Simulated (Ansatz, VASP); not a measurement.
F: VASP beside Ansatz

The input INCAR:

```
SYSTEM = F
  PREC = Accurate
  ENCUT = 520
  EDIFF = 1E-7
  ISMEAR = -1
  SIGMA = 0.1
  LREAL = .FALSE.
  LASPH = .TRUE.
  NELM = 60
  ALGO = Normal
  ISIF = 2
  LWAVE = .FALSE.
  LCHARG = .FALSE.
  GGA = PE
  NBANDS = 10
```

The input KPOINTS:

```
Automatic mesh
0
G
  17 17 17
  0 0 0
```

Contents of POSCAR:

```
F
1.0
    0.0000000000      1.7260467297      1.7260467297
    1.7260467297      0.0000000000      1.7260467297
    1.7260467297      1.7260467297      0.0000000000
F
1
Direct
    0.0000000000      0.0000000000      0.0000000000
```

Input for Ansatz:

```yaml
crystal:
  lattice:
    - [0.0, 1.7260467297, 1.7260467297]
    - [1.7260467297, 0.0, 1.7260467297]
    - [1.7260467297, 1.7260467297, 0.0]
  atoms:
    - { symbol: F, position: [0.0, 0.0, 0.0] }
kpoints:
  mp_grid: { grid: [17, 17, 17] }
scf:
  occupations: { method: fermi_dirac, width: 0.1 }
hamiltonian:
  xc: pbe
  pseudopotentials: { kind: nc }
output:
  forces: true
  stress: true
  eigenvalues: true
```

Change from the starting cell: volume scaled by 1, norm-conserving files.

Alike in both runs: task single point; functional PBE; k mesh 17 × 17 × 17; occupations fermi-dirac, width 0.1 eV; no spin polarisation.

|  | VASP | Ansatz |
| --- | --- | --- |
| version | VASP 6.6.1 | Ansatz 0.2.0 |
| potentials or method | VASP PAW PBE potentials, release 64 (F) | norm-conserving pseudopotentials, scalar-relativistic |
| plane-wave cutoff (eV) | 520 | 1320 |
| valence electrons in the cell | 7 | 7 |

```csv
,VASP,Ansatz,Ansatz less VASP
pressure (GPa),-0.6,-0.1,+0.53
```

Caveats: an odd number of electrons without spin polarisation forces a metal; a magnetic or distorted state may lie lower.
